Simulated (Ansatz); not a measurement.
# TiH5: from a guess to a relaxed structure, part 2 of 2

The task: take a trial cell of TiH5 to zero force and stress.

Ansatz 0.2.0; DFT PBE, scalar-relativistic, plane waves, PAW. Earlier steps stand in the parts before.

### Step 4. Spin check on a coarse mesh

File input.yaml:

```yaml
crystal:
  lattice:
    - [3.0117708331, 0.0, 0.0]
    - [-1.5058854166, 2.6082700519, 0.0]
    - [0.0, 0.0, 3.894191841]
  atoms:
    - { symbol: Ti, position: [0.0, 0.0, 0.0], spin: 1.0 }
    - { symbol: H, position: [0.3333333333, 0.6666666667, 0.7665453696] }
    - { symbol: H, position: [0.6666666667, 0.3333333333, 0.7665453696] }
    - { symbol: H, position: [0.6666666667, 0.3333333333, 0.2334546304] }
    - { symbol: H, position: [0.3333333333, 0.6666666667, 0.2334546304] }
    - { symbol: H, position: [0.0, 0.0, 0.5] }
basis:
  ecutwfc: 420
kpoints:
  mp_grid: { grid: [6, 6, 4] }
hamiltonian:
  xc: pbe
scf:
  occupations: { method: gaussian, width: 0.1 }
  lower_state_search: "off"
output:
  forces: true
  stress: true
  eigenvalues: true
  populations: true
magnetization:
  spin_polarized: true
```

The run is started by

```
> ansatz run input.yaml --threads 1 --pin off --max-ram 2560MiB --backend cpu --events-out ev --progress --plain --runs-dir out
```

Standard output, shortened:

```text
[...]
SCF converged after 16 iterations
Magnetization: -0.0000 μB (8.5000 up, 8.5000 down)
Absolute magnetization: 0.0000 μB (∫|ρ↑−ρ↓|, with the PAW one-centre terms)
Spin contamination: 0.0000 ħ² per cell (⟨S²⟩ above its minimum at these occupations)
Per-site moments (μB) at R_I (Å): [(-7.574468662212275e-7, 0.80317706720625), (6.4191082629687395e-9, 0.717274264264473), (6.419108233225698e-9, 0.717274264264473), (6.419108216346081e-9, 0.717274264264473), (6.4191082864079486e-9, 0.717274264264473), (9.142586933005734e-8, 0.80317706720625)]
Free energy (F): -2578.839870 eV
[...]
E sigma→0 (E₀):  -2578.836910 eV
Entropy (-TS):   -0.005919 eV (-0.987 meV/atom)
Fermi energy:    9.074587 eV
[...]
--- Forces (eV/Å), atoms counted from 1 ---
  atom   1  Ti     0.00000000    -0.00000000     0.00000000
  atom   2  H      0.00000000     0.00000000    -0.00028394
  atom   3  H     -0.00000000    -0.00000000    -0.00028394
  atom   4  H     -0.00000000    -0.00000000     0.00028394
  atom   5  H      0.00000000     0.00000000     0.00028394
  atom   6  H      0.00000000     0.00000000     0.00000000
[...]
--- Stress (GPa, compression-positive) ---
       -0.184557      -0.000000       0.000000
       -0.000000      -0.184557       0.000000
        0.000000       0.000000      -0.162987
  P = ⅓ Tr σ = -0.1774 GPa (-1.774 kbar)
--- Band table (eV; the first three rows and the last of 42) ---
  k-point 0 ↑: bands = ["-48.1349", "-24.3563", "-24.2465", "-24.2465", "-2.9372", "4.4696", "4.7828", "8.8902", "8.8902", "10.7859", "10.7859", "10.8783", "15.5537", "16.0580", "18.9806"]
[...]
--- Löwdin populations: 6 sites ---
  site symbol       q [e]    m [muB]
     0     Ti     11.5156    -0.0000
     1      H      1.0514     0.0000
     2      H      1.0514     0.0000
     3      H      1.0514     0.0000
     4      H      1.0514     0.0000
     5      H      1.2096     0.0000
  spilling = 0.004059 (of n_electrons = 17.000000)
```

It took 2.8 s on 1 thread of Arm Neoverse V1, shared host; peak memory 0.27 GiB.

Per atom:

```
atom  Löwdin electrons
 Ti1             11.52
  H2              1.05
  H3              1.05
  H4              1.05
  H5              1.05
  H6              1.21
```

The same cell is solved with trial moments on Ti. The largest site moment that stays is 0.00 μB and the cell's total 0.00 μB. The workflow keeps spin only above 0.25 μB on a site, so the next run goes without spin.

### Step 5. Full relaxation

The end of the coarse run is made exact in the group found at a tolerance of 0.06 Å and reduced to its primitive cell.

input.yaml: that of step 4 with these lines changed.

```diff
@@ -6,3 +6,3 @@
   atoms:
-    - { symbol: Ti, position: [0.0, 0.0, 0.0], spin: 1.0 }
+    - { symbol: Ti, position: [0.0, 0.0, 0.0] }
     - { symbol: H, position: [0.3333333333, 0.6666666667, 0.7665453696] }
@@ -15,3 +15,3 @@
 kpoints:
-  mp_grid: { grid: [6, 6, 4] }
+  mp_grid: { grid: [12, 12, 10] }
 hamiltonian:
@@ -20,3 +20,2 @@
   occupations: { method: gaussian, width: 0.1 }
-  lower_state_search: "off"
 output:
@@ -25,4 +24,6 @@
   eigenvalues: true
-  populations: true
-magnetization:
-  spin_polarized: true
+relax:
+  adjacent_minimum: "off"
+  f_tol: 0.01
+  max_steps: 80
+  cell: { stress_tol: 0.05 }
```

The run is started by

```
> ansatz run input.yaml --threads 1 --pin off --max-ram 2560MiB --backend cpu --events-out ev --progress --plain --runs-dir out
```

Standard output:

```text
Warning: RAYON_NUM_THREADS=1 ignored (pool sized by the plan → 1); use --threads N
[... 9 set-up lines as earlier in the session ...]
Crystal: 6 atoms, lattice volume = 30.591 Å³
Basis set: ecut = 420 eV, 565 PW (Γ), exchange–correlation on 48×48×54 points (8 copies of the dense FFT grid, shifted against one another)
Bands: 15, of which v1, the nominal top of the filled ones, is band 9 counted from 1 (8 counted from 0)
[... 1 set-up line as earlier in the session ...]
Space group: P6/mmm (ITA 191), of the structure as read, at distance tolerance 3.1e-5 Å
k-points: 114 of 1440
[... 8 set-up lines as earlier in the session ...]
SCF iter   1: F=—  HF=-2578.825354 eV  |F-HF|=—  |Δ(HF+E_count)|=         —  Δρ=1.05e-2  dr2=3.58e-2  ethr=1.77e-3  ⟨swp⟩=4.6  Hψ=8010  notcnv=0
preconditioner: auto → none  [metal: Δε(μ)=0.017 eV  Ē_g=9.189 eV  σ=0.100 eV  W_gap=0.09  n_scr=8 (ndim 8)  ℏωp=20.1 eV  f_vac=0.000  D(μ)=0.62/eV (n_scr^D=2)  sad-step TF]
SCF iter   2: F=—  HF=-2578.817097 eV  |F-HF|=—  |Δ(HF+E_count)|=   8.26e-3  Δρ=5.92e-3  dr2=1.79e-2  ethr=2.11e-4  ⟨swp⟩=1.0  Hψ=2622  notcnv=0
SCF iter   3: F=—  HF=-2578.811669 eV  |F-HF|=—  |Δ(HF+E_count)|=   5.43e-3  Δρ=7.97e-4  dr2=1.54e-4  ethr=1.05e-4  ⟨swp⟩=2.1  Hψ=2074  notcnv=0
SCF iter   4: F=—  HF=-2578.811654 eV  |F-HF|=—  |Δ(HF+E_count)|=   1.49e-5  Δρ=1.53e-4  dr2=2.16e-6  ethr=9.05e-7  ⟨swp⟩=2.0  Hψ=2103  notcnv=0
SCF iter   5: F=—  HF=-2578.811675 eV  |F-HF|=—  |Δ(HF+E_count)|=   2.15e-5  Δρ=2.26e-5  dr2=5.10e-8  ethr=1.27e-8  ⟨swp⟩=2.1  Hψ=2156  notcnv=0
SCF iter   6: F=-2578.811675 eV  HF=-2578.811675 eV  |F-HF|=4.55e-12  |Δ(HF+E_count)|=   1.13e-7  Δρ=2.54e-6  dr2=1.21e-9  ethr=3.00e-10  ⟨swp⟩=5.5  Hψ=6873  notcnv=0
SCF 1 converged in 6 iterations: F = -2578.811675 eV  dr2 = 1.21e-9
relax step   1: F+E_penalty+E_count = -2578.81167534 eV  Δ(F+E_penalty+E_count) = +0.000e0 eV  max|allowed force component| = 1.543e-3 eV/Å  Δτ_max = 0.0000 Å  P = +0.052 GPa  Ω = 30.591 Å³  (6 SCF iters, dr2 threshold 1.00e-7 eV, accepted)
Crystal: 6 atoms, lattice volume = 30.607 Å³
Basis set: ecut = 420 eV, 577 PW (Γ), exchange–correlation on 48×48×54 points (8 copies of the dense FFT grid, shifted against one another)
[... 2 set-up lines as earlier in the session ...]
iter 1 solved again at ethr=6.60e-6 eV; its pass at ethr=3.10e-3 eV (dr2=1.12e-3 eV) is discarded
SCF iter   1: F=—  HF=-2578.812606 eV  |F-HF|=—  |Δ(HF+E_count)|=         —  Δρ=1.60e-3  dr2=1.25e-3  ethr=6.60e-6  ⟨swp⟩=2.1  Hψ=9666  notcnv=0
preconditioner: auto → none  [metal: Δε(μ)=0.048 eV  Ē_g=9.186 eV  σ=0.100 eV  W_gap=0.26  n_scr=8 (ndim 8)  ℏωp=20.1 eV  f_vac=0.000  D(μ)=0.87/eV (n_scr^D=2)]
SCF iter   2: F=—  HF=-2578.812279 eV  |F-HF|=—  |Δ(HF+E_count)|=   3.27e-4  Δρ=6.33e-4  dr2=1.31e-4  ethr=6.60e-6  ⟨swp⟩=1.7  Hψ=1957  notcnv=0
SCF iter   3: F=—  HF=-2578.812269 eV  |F-HF|=—  |Δ(HF+E_count)|=   1.02e-5  Δρ=1.41e-4  dr2=4.69e-6  ethr=7.73e-7  ⟨swp⟩=1.5  Hψ=1785  notcnv=0
iter 4 did not close the SCF: its close was put off for the readings that it lacked (scf_convergence_deferred on its scf_iter line)
SCF iter   4: F=-2578.812269 eV  HF=-2578.812269 eV  |F-HF|=1.90e-8  |Δ(HF+E_count)|=   4.46e-8  Δρ=2.27e-5  dr2=9.13e-8  ethr=2.76e-8  ⟨swp⟩=1.8  Hψ=1839  notcnv=0
iter 5 did not close the SCF: its close was put off for the readings that it lacked (scf_convergence_deferred on its scf_iter line)
SCF iter   5: F=-2578.812269 eV  HF=-2578.812269 eV  |F-HF|=2.85e-10  |Δ(HF+E_count)|=   5.00e-8  Δρ=1.75e-6  dr2=7.74e-10  ethr=5.37e-10  ⟨swp⟩=2.0  Hψ=2141  notcnv=0
SCF iter   6: F=-2578.812269 eV  HF=-2578.812269 eV  |F-HF|=3.18e-12  |Δ(HF+E_count)|=  1.55e-10  Δρ=2.50e-7  dr2=1.72e-11  ethr=4.55e-12  ⟨swp⟩=1.0  Hψ=4656  notcnv=0
SCF 2 converged in 6 iterations: F = -2578.812269 eV  dr2 = 1.72e-11
relax step   2: F+E_penalty+E_count = -2578.81226882 eV  Δ(F+E_penalty+E_count) = -5.935e-4 eV  max|allowed force component| = 6.720e-3 eV/Å  Δτ_max = 0.0012 Å  P = +0.118 GPa  Ω = 30.607 Å³  energy of the carried Pulay correction = -3.952e-5 eV  (6 SCF iters, dr2 threshold 6.00e-7 eV, accepted)
Crystal: 6 atoms, lattice volume = 30.671 Å³
iter 1 solved again at ethr=4.28e-7 eV; its pass at ethr=3.10e-3 eV (dr2=7.27e-5 eV) is discarded
SCF iter   1: F=—  HF=-2578.812271 eV  |F-HF|=—  |Δ(HF+E_count)|=         —  Δρ=4.81e-4  dr2=7.74e-5  ethr=4.28e-7  ⟨swp⟩=2.0  Hψ=9204  notcnv=0
preconditioner: auto → none  [metal: Δε(μ)=0.067 eV  Ē_g=9.180 eV  σ=0.100 eV  W_gap=0.36  n_scr=8 (ndim 8)  ℏωp=20.1 eV  f_vac=0.000  D(μ)=0.88/eV (n_scr^D=2)]
SCF iter   2: F=—  HF=-2578.812274 eV  |F-HF|=—  |Δ(HF+E_count)|=   2.84e-6  Δρ=2.15e-4  dr2=1.09e-5  ethr=4.28e-7  ⟨swp⟩=1.9  Hψ=1940  notcnv=0
SCF iter   3: F=—  HF=-2578.812272 eV  |F-HF|=—  |Δ(HF+E_count)|=   2.10e-6  Δρ=4.20e-5  dr2=3.72e-7  ethr=6.43e-8  ⟨swp⟩=1.8  Hψ=1808  notcnv=0
iter 4 did not close the SCF: its close was put off for the readings that it lacked (scf_convergence_deferred on its scf_iter line)
SCF iter   4: F=-2578.812272 eV  HF=-2578.812272 eV  |F-HF|=5.86e-9  |Δ(HF+E_count)|=   2.63e-8  Δρ=7.61e-6  dr2=1.65e-8  ethr=2.19e-9  ⟨swp⟩=2.3  Hψ=2096  notcnv=0
iter 5 did not close the SCF: its close was put off for the readings that it lacked (scf_convergence_deferred on its scf_iter line)
SCF iter   5: F=-2578.812272 eV  HF=-2578.812272 eV  |F-HF|=9.64e-11  |Δ(HF+E_count)|=   2.38e-9  Δρ=8.75e-7  dr2=2.02e-10  ethr=9.69e-11  ⟨swp⟩=2.0  Hψ=2020  notcnv=0
SCF iter   6: F=-2578.812272 eV  HF=-2578.812272 eV  |F-HF|=1.36e-12  |Δ(HF+E_count)|=  1.96e-11  Δρ=1.23e-7  dr2=2.18e-12  ethr=1.19e-12  ⟨swp⟩=1.0  Hψ=4844  notcnv=0
SCF 3 converged in 6 iterations: F = -2578.812272 eV  dr2 = 2.18e-12
relax step   3: F+E_penalty+E_count = -2578.81227178 eV  Δ(F+E_penalty+E_count) = -2.962e-6 eV  max|allowed force component| = 5.578e-3 eV/Å  Δτ_max = 0.0034 Å  P = -0.060 GPa  Ω = 30.671 Å³  energy of the carried Pulay correction = -1.593e-4 eV  (6 SCF iters, dr2 threshold 2.75e-7 eV, accepted)
Crystal: 6 atoms, lattice volume = 30.637 Å³
iter 1 solved again at ethr=1.30e-7 eV; its pass at ethr=3.10e-3 eV (dr2=2.21e-5 eV) is discarded
SCF iter   1: F=—  HF=-2578.812335 eV  |F-HF|=—  |Δ(HF+E_count)|=         —  Δρ=2.82e-4  dr2=2.34e-5  ethr=1.30e-7  ⟨swp⟩=1.7  Hψ=8347  notcnv=0
preconditioner: auto → none  [metal: Δε(μ)=0.072 eV  Ē_g=9.184 eV  σ=0.100 eV  W_gap=0.38  n_scr=8 (ndim 8)  ℏωp=20.1 eV  f_vac=0.000  D(μ)=0.86/eV (n_scr^D=2)]
SCF iter   2: F=—  HF=-2578.812359 eV  |F-HF|=—  |Δ(HF+E_count)|=   2.38e-5  Δρ=1.40e-4  dr2=4.71e-6  ethr=1.30e-7  ⟨swp⟩=1.0  Hψ=1710  notcnv=0
SCF iter   3: F=—  HF=-2578.812356 eV  |F-HF|=—  |Δ(HF+E_count)|=   2.94e-6  Δρ=2.18e-5  dr2=1.42e-7  ethr=2.77e-8  ⟨swp⟩=1.0  Hψ=1710  notcnv=0
iter 4 did not close the SCF: its close was put off for the readings that it lacked (scf_convergence_deferred on its scf_iter line)
SCF iter   4: F=-2578.812356 eV  HF=-2578.812356 eV  |F-HF|=7.69e-11  |Δ(HF+E_count)|=   5.46e-9  Δρ=2.78e-6  dr2=1.67e-9  ethr=8.34e-10  ⟨swp⟩=1.6  Hψ=1883  notcnv=0
iter 5 did not close the SCF: its close was put off for the readings that it lacked (scf_convergence_deferred on its scf_iter line)
SCF iter   5: F=-2578.812356 eV  HF=-2578.812356 eV  |F-HF|=8.19e-12  |Δ(HF+E_count)|=  4.72e-10  Δρ=3.76e-7  dr2=2.38e-11  ethr=9.84e-12  ⟨swp⟩=2.2  Hψ=2191  notcnv=0
SCF iter   6: F=-2578.812356 eV  HF=-2578.812356 eV  |F-HF|=0.00e0  |Δ(HF+E_count)|=  1.55e-11  Δρ=3.44e-8  dr2=1.97e-13  ethr=1.00e-12  ⟨swp⟩=1.2  Hψ=3918  notcnv=0
SCF 4 converged in 6 iterations: F = -2578.812356 eV  dr2 = 1.97e-13
relax step   4: F+E_penalty+E_count = -2578.81235584 eV  Δ(F+E_penalty+E_count) = -8.406e-5 eV  max|allowed force component| = 3.139e-3 eV/Å  Δτ_max = 0.0023 Å  P = -0.026 GPa  Ω = 30.637 Å³  energy of the carried Pulay correction = -9.458e-5 eV  (6 SCF iters, dr2 threshold 1.07e-8 eV, accepted)
[... 1 set-up line as earlier in the session ...]
iter 1 solved again at ethr=1.98e-9 eV; its pass at ethr=3.10e-3 eV (dr2=3.37e-7 eV) is discarded
SCF iter   1: F=—  HF=-2578.812417 eV  |F-HF|=—  |Δ(HF+E_count)|=         —  Δρ=1.17e-4  dr2=9.72e-8  ethr=1.98e-9  ⟨swp⟩=3.3  Hψ=12626  notcnv=0
preconditioner: auto → none  [metal: Δε(μ)=0.070 eV  Ē_g=9.183 eV  σ=0.100 eV  W_gap=0.37  n_scr=8 (ndim 8)  ℏωp=20.1 eV  f_vac=0.000  D(μ)=0.86/eV (n_scr^D=2)]
SCF iter   2: F=—  HF=-2578.812457 eV  |F-HF|=—  |Δ(HF+E_count)|=   3.98e-5  Δρ=5.87e-5  dr2=2.47e-8  ethr=5.72e-10  ⟨swp⟩=2.0  Hψ=2353  notcnv=0
SCF iter   3: F=—  HF=-2578.812462 eV  |F-HF|=—  |Δ(HF+E_count)|=   5.65e-6  Δρ=1.63e-6  dr2=2.80e-10  ethr=1.46e-10  ⟨swp⟩=2.0  Hψ=2159  notcnv=0
iter 4 did not close the SCF: its close was put off for the readings that it lacked (scf_convergence_deferred on its scf_iter line)
SCF iter   4: F=-2578.812462 eV  HF=-2578.812462 eV  |F-HF|=1.82e-12  |Δ(HF+E_count)|=   2.53e-9  Δρ=3.96e-7  dr2=3.11e-11  ethr=1.65e-12  ⟨swp⟩=1.7  Hψ=1916  notcnv=0
iter 5 did not close the SCF: its close was put off for the readings that it lacked (scf_convergence_deferred on its scf_iter line)
SCF iter   5: F=-2578.812462 eV  HF=-2578.812462 eV  |F-HF|=0.00e0  |Δ(HF+E_count)|=  8.19e-12  Δρ=1.56e-7  dr2=5.01e-12  ethr=1.00e-12  ⟨swp⟩=1.0  Hψ=1710  notcnv=0
iter 6 did not close the SCF: its close was put off for the readings that it lacked (scf_convergence_deferred on its scf_iter line)
SCF iter   6: F=-2578.812462 eV  HF=-2578.812462 eV  |F-HF|=1.82e-12  |Δ(HF+E_count)|=  2.73e-12  Δρ=1.72e-8  dr2=5.34e-14  ethr=1.00e-12  ⟨swp⟩=1.0  Hψ=1710  notcnv=0
iter 7 did not close the SCF: its close was put off for the readings that it lacked (scf_convergence_deferred on its scf_iter line)
SCF iter   7: F=-2578.812462 eV  HF=-2578.812462 eV  |F-HF|=9.09e-13  |Δ(HF+E_count)|=    0.00e0  Δρ=6.13e-9  dr2=8.62e-15  ethr=1.00e-12  ⟨swp⟩=1.0  Hψ=1710  notcnv=0
SCF iter   8: F=-2578.812462 eV  HF=-2578.812462 eV  |F-HF|=4.55e-13  |Δ(HF+E_count)|=  9.09e-13  Δρ=1.24e-9  dr2=2.62e-16  ethr=1.00e-12  ⟨swp⟩=1.0  Hψ=3876  notcnv=0
SCF 5 converged in 8 iterations: F = -2578.812462 eV  dr2 = 2.62e-16
relax step   5: F+E_penalty+E_count = -2578.81246239 eV  Δ(F+E_penalty+E_count) = -1.066e-4 eV  max|allowed force component| = 3.154e-3 eV/Å  Δτ_max = 0.0000 Å  P = -0.023 GPa  Ω = 30.637 Å³  stress off target by 4.12e-2 GPa  SCF on the basis re-selected at this cell (its energy is not comparable with the rows above)  (8 SCF iters)
basis re-selected at this cell: Δ(F+E_penalty+E_count) = -1.066e-4 eV, ΔP = +0.003 GPa vs the last step (what re-selecting the basis moved, of the pressure what is left beyond the Pulay correction that the steps carried, after the strain that the cell walked since its last selection, with what the two solves' SCF thresholds leave and, on support functions, any second-order correction that the steps lacked; it is no measure of the basis error at this ecutwfc). This SCF's stress stands 4.12e-2 GPa from its target on what of the cell is left free (relax.cell.stress_tol is 5.00e-2 GPa) and its largest allowed force component is 3.15e-3 eV/Å (relax.f_tol is 1.00e-2 eV/Å): within both
SCF converged after 8 iterations
Free energy (F): -2578.812462 eV
Harris-Foulkes:  -2578.812462 eV  (|F-HF|=4.55e-13)
Internal energy: -2578.808143 eV  (E = F + TS)
E sigma→0 (E₀):  -2578.810303 eV
Entropy (-TS):   -0.004319 eV (-0.720 meV/atom)
Fermi energy:    8.967124 eV
--- Per-component energies (eV) ---
  E_band       = -206.641846
  E_kinetic    = 342.212971
  E_local      = -1085.751055  (includes V_loc(G=0)·N_el)
  E_nonlocal   = 12.737835
  E_hartree    = 440.043169
  E_xc         = -144.279758
  E_vxc        = -182.874951  (∫ρ·V_xc dr)
  E_paw        = -1049.416789  (= ΣΔE_a)
  E_vpaw       = -173.047828  (= ΣTr[D̂ρ^β])
  E_aug_tail   = -0.005156  (compensation charges beyond the density's cutoff)
  E_ewald      = -1094.349361
  E_smearing   = -0.004319  (= −TS)
  E_closure    = 0.000000  (closes the sum)
  Σ components = -2578.812462   (vs F -2578.812462, Δ=0.00e0)
--- Forces (eV/Å), atoms counted from 1 ---
  atom   1  Ti    -0.00000000     0.00000000     0.00000000
  atom   2  H      0.00000000     0.00000000     0.00315433
  atom   3  H     -0.00000000    -0.00000000     0.00315433
  atom   4  H      0.00000000    -0.00000000    -0.00315433
  atom   5  H      0.00000000     0.00000000    -0.00315433
  atom   6  H      0.00000000    -0.00000000     0.00000000
  max |Σ_I F_I| component: 1.30e-18 eV/Å
--- Stress (GPa, compression-positive) ---
       -0.041205       0.000000      -0.000000
        0.000000      -0.041205      -0.000000
       -0.000000      -0.000000       0.013491
  P = ⅓ Tr σ = -0.0230 GPa (-0.230 kbar)
--- Band table (eV; the first three rows and the last of 114) ---
  k-point 0: bands = ["-48.1732", "-24.3701", "-24.2920", "-24.2920", "-2.9455", "4.3613", "4.7826", "8.8517", "8.8517", "10.7669", "10.7669", "10.9367", "15.4279", "16.0302", "18.9883"]
  k-point 1: bands = ["-48.1731", "-24.3733", "-24.2919", "-24.2919", "-2.8488", "3.4727", "5.6602", "8.8574", "8.8574", "10.7470", "10.7470", "10.9964", "15.1949", "15.8759", "19.1629"]
  k-point 2: bands = ["-48.1728", "-24.3817", "-24.2917", "-24.2917", "-2.5632", "2.4072", "6.7132", "8.8725", "8.8725", "10.6956", "10.6956", "11.1675", "14.4745", "15.4707", "19.8224"]
  k-point 113: bands = ["-48.1000", "-24.6066", "-24.6066", "-24.3013", "3.4635", "3.4635", "4.0370", "4.0370", "6.6432", "10.5362", "12.8916", "12.8916", "13.4726", "13.4726", "14.6283"]
--- Relaxed structure (4 steps of the walk, 4 accepted, 1 SCFs on fresh bases) ---
  F+E_penalty+E_count = -2578.81246239 eV   max|allowed force component| = 3.154e-3 eV/Å   (the final SCF, on the basis selected at the relaxed cell)
  cell:  # Å, volume = 30.6373 Å³
    - [3.005909774872313, 2.8811229643873195e-11, 0.0]
    - [-1.5029548874611078, 2.6031942265089802, 0.0]
    - [0.0, 0.0, 3.9153298782914674]
  atoms:
    - { symbol: Ti, position: [8.138946646416317e-35, -5.781519426557947e-35, 0.0] }
    - { symbol: H, position: [0.3333333333333333, 0.6666666666666666, 0.7665262651553454] }
    - { symbol: H, position: [0.6666666666666665, 0.3333333333333333, 0.7665262651553454] }
    - { symbol: H, position: [0.6666666666666665, 0.3333333333333333, 0.23347373484465436] }
    - { symbol: H, position: [0.3333333333333333, 0.6666666666666666, 0.23347373484465436] }
    - { symbol: H, position: [8.133794251311263e-35, -5.858435427796931e-35, 0.5] }
```

Wall time 16 s (1 thread of Arm Neoverse V1, shared host); peak memory 0.34 GiB.

Relaxation path:

| step | energy from step 1 (eV/cell) | largest force component (eV/Å) | pressure (GPa) | volume (Å³) |
| --- | --- | --- | --- | --- |
| 1 | 0.0000 | 0.0015 | 0.05 | 30.59 |
| 2 | -0.0006 | 0.0067 | 0.12 | 30.61 |
| 3 | -0.0006 | 0.0056 | -0.06 | 30.67 |
| 4 | -0.0007 | 0.0031 | -0.03 | 30.64 |
| 5 | -0.0008 | 0.0032 | -0.02 | 30.64 |

Step 1 is the start. Step 5 repeats the geometry before it on a plane-wave basis chosen anew for that cell, so its energy need not be comparable with the rows above.

|  | before | after | change |
| --- | --- | --- | --- |
| a (Å) | 3.012 | 3.006 | -0.2 % |
| b (Å) | 3.012 | 3.006 | -0.2 % |
| c (Å) | 3.894 | 3.915 | +0.5 % |
| volume (Å³/atom) | 5.10 | 5.11 | +0.2 % |
| shortest distance (Å) | 1.739 | 1.735 | -0.2 % |
| space group (0.01 Å) | P6/mmm | P6/mmm | same |

Forces and stress were held to the start's 24 operations: a distortion of lower symmetry was not tested.

### Step 6. Changing settings: xc rpbe

input.yaml: that of step 5 with these lines changed.

```diff
@@ -17,3 +17,3 @@
 hamiltonian:
-  xc: pbe
+  xc: rpbe
 scf:
@@ -22,4 +22,4 @@
   forces: true
+  eigenvalues: true
   stress: true
-  eigenvalues: true
 relax:
```

The run is started by

```
> ansatz run input.yaml --threads 1 --pin off --max-ram 2560MiB --backend cpu --events-out ev --progress --plain --runs-dir out
```

Standard output, shortened:

```text
Warning: RAYON_NUM_THREADS=1 ignored (pool sized by the plan → 1); use --threads N
[...]
[... 3 set-up lines as earlier in the session ...]
Functional definition: RPBE
[...]
Crystal: 6 atoms, lattice volume = 30.591 Å³
Basis set: ecut = 420 eV, 565 PW (Γ), exchange–correlation on 48×48×54 points (8 copies of the dense FFT grid, shifted against one another)
Bands: 15, of which v1, the nominal top of the filled ones, is band 9 counted from 1 (8 counted from 0)
[... 2 set-up lines as earlier in the session ...]
k-points: 114 of 1440
[...]
SCF iter   1: F=—  HF=-2583.267240 eV  |F-HF|=—  |Δ(HF+E_count)|=         —  Δρ=1.20e-2  dr2=6.04e-2  ethr=1.77e-3  ⟨swp⟩=4.6  Hψ=8056  notcnv=0
[...]
--- Relaxed structure (5 steps of the walk, 4 accepted, 1 SCFs on fresh bases) ---
  F+E_penalty+E_count = -2583.25573165 eV   max|allowed force component| = 2.565e-4 eV/Å   (the final SCF, on the basis selected at the relaxed cell)
  cell:  # Å, volume = 31.2966 Å³
    - [3.0261272017033125, 2.9005010380241085e-11, 0.0]
    - [-1.5130636008767753, 2.6207030317436817, 0.0]
    - [0.0, 0.0, 3.9463167566588107]
  atoms:
    - { symbol: Ti, position: [3.1550454245540955e-35, 3.06061588228763e-36, -4.640253214503035e-21] }
    - { symbol: H, position: [0.3333333333333333, 0.6666666666666666, 0.7685640619484395] }
    - { symbol: H, position: [0.6666666666666666, 0.33333333333333337, 0.7685640619484395] }
    - { symbol: H, position: [0.6666666666666666, 0.33333333333333337, 0.23143593805156049] }
    - { symbol: H, position: [0.3333333333333333, 0.6666666666666666, 0.23143593805156049] }
    - { symbol: H, position: [3.007895849469887e-35, 3.156760883852715e-36, 0.5] }
```

Run time: 19 s. Hardware: 1 thread of Arm Neoverse V1, shared host; peak memory 0.34 GiB.

| run | ending | energy change | pressure (GPa) | gap (eV) | force (eV/Å) | cycles | time |
| --- | --- | --- | --- | --- | --- | --- | --- |
| step 5 | converged | - | 0.0 | 0.00 | 0.00 | - | 16 s |
| variant | converged | not comparable | 0.0 | 0.00 | 0.00 | - | 19 s |

After a change of functional the difference of the totals has no physical meaning; the final volume goes from 30.64 to 31.30 Å³.

### Step 7. Summary of results

The summary covers parts 1 to 2. Changes of volume or cell count from the first structure of part 1.

| quantity | value |
| --- | --- |
| symmetry at the end (tolerance 0.05 Å) | space group P6/mmm (No. 191) |
| conventional cell | a = 3.006 Å, b = 3.006 Å, c = 3.915 Å, α = 90.00°, β = 90.00°, γ = 120.00° |
| volume | 5.11 Å³/atom |
| energy over the elements (uncorrected; H, N, O, F and Cl as molecules) | +0.04 eV/atom |
| gap on the mesh | none (metal) |

In words: The space group P6/mmm (No. 191) is kept, and the volume per atom shrinks by 38.4 % from the first guess. The formation energy of this structure is too near zero to say whether it is bound against the elements. No finished test with a distortion of lower symmetry is shown, so the end may be a saddle point. Other magnetic orders were not searched.
